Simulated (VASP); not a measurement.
Write the native input for VASP 6.6.1 that does the following.

```yaml
Task: single point
Functional: PBE
Potentials_or_basis: VASP PAW PBE potentials, release 64 (Pb_d)
Cutoff: 520 eV
k_mesh: 9 × 9 × 5
Occupations: fermi-dirac, width 0.05 eV
Spin: no spin polarisation
Further_INCAR_settings: ALGO = Normal; EDIFF = 1e-07; NBANDS = 21
```

The structure of Pb lies in POSCAR:

```
Pb
1.0
    3.4800000000      0.0000000000      0.0000000000
   -1.7400000000      3.0137684052      0.0000000000
    0.0000000000      0.0000000000      5.5900000000
Pb
2
Direct
    0.6783200000      0.3518530000      0.7463950000
    0.3425190000      0.6872000000      0.2562440000
```

This isn't the form of Pb at room conditions, which is fcc.

The cell isn't the ideal one: atoms moved at random, drawn with an rms of 0.05 Å.

One way to write it, as run:

INCAR

```
SYSTEM = Pb
PREC     = Accurate       ! precision mode
ENCUT    = 520            ! plane-wave cutoff, eV
EDIFF    = 1E-7           ! SCF threshold, eV
ISMEAR   = -1             ! smearing method
SIGMA    = 0.05           ! smearing width, eV
LREAL    = .False.        ! projectors in reciprocal space
LASPH    = .True.         ! aspherical terms in the spheres
NELM     = 80             ! most SCF steps
ALGO     = Normal         ! electronic algorithm
ISIF     = 2              ! what is computed and relaxed
LWAVE    = .False.        ! write WAVECAR
LCHARG   = .False.        ! write CHGCAR
GGA      = PE             ! functional
NBANDS   = 21             ! bands
```

KPOINTS

```
Automatic mesh
0
Gamma
  9 9 5
  0 0 0
```

Potentials or basis: VASP PAW PBE potentials, release 64 (Pb_d).

The run is started by

```bash
$ cat potpaw_PBE.64/Pb_d/POTCAR > POTCAR
$ mpirun -np 1 vasp_std > vasp.out
```

Results of the run:

```yaml
Pressure: 4.1 GPa
Largest_force: 0.096 eV/Å
Band_gap_on_the_k_mesh: none (metal or under the smearing width)
```

Run time: 2.5 min on 1 thread of Intel(R) Xeon(R) Platinum 8488C (Sapphire Rapids), with other jobs on the host, peak memory 0.31 GiB.
